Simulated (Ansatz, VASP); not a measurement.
# ZnS: VASP beside Ansatz

The input INCAR:

```
PREC = Accurate
ENCUT = 520
EDIFF = 1E-7
ISMEAR = 1
SIGMA = 0.5
LREAL = F
LASPH = T
NELM = 60
ALGO = Normal
ISIF = 2
LWAVE = F
LCHARG = F
GGA = PE
NBANDS = 16
```

The input KPOINTS:

```
regular mesh
0
Gamma
  6 6 6
```

File POSCAR:

```
ZnS
1.0
    3.1792338440      0.0000000000      0.0000000000
    0.0000000000      3.1792338440      0.0000000000
    0.0000000000      0.0000000000      3.1792338440
Zn S
1 1
Direct
    0.0000000000      0.0000000000      0.0000000000
    0.5000000000      0.5000000000      0.5000000000
```

Input for Ansatz:

```yaml
crystal:
  lattice:
    - [3.179233844, 0.0, 0.0]
    - [0.0, 3.179233844, 0.0]
    - [0.0, 0.0, 3.179233844]
  atoms:
    - { symbol: Zn, position: [0.0, 0.0, 0.0] }
    - { symbol: S, position: [0.5, 0.5, 0.5] }
kpoints:
  mp_grid: { grid: [6, 6, 6] }
hamiltonian:
  xc: pbe
scf:
  occupations: { method: methfessel_paxton, width: 0.5 }
  n_extra_bands: 4
output:
  forces: true
  stress: true
  eigenvalues: true
```

Alike in both runs: task single point; functional PBE; k mesh 6 × 6 × 6; occupations methfessel-paxton of order 1, width 0.5 eV; no spin polarisation.

|  | VASP | Ansatz |
| --- | --- | --- |
| version | VASP 6.6.1 | Ansatz 0.2.0 |
| potentials or method | VASP PAW PBE potentials, release 64 (Zn, S) | plane waves |
| plane-wave cutoff (eV) | 520 | 420 |
| valence electrons in the cell | 18 | 18 |

Ansatz gave:

* pressure (GPa): 1.1

Task: Estimate VASP's values.

Result: Pressure (GPa): 1.2.
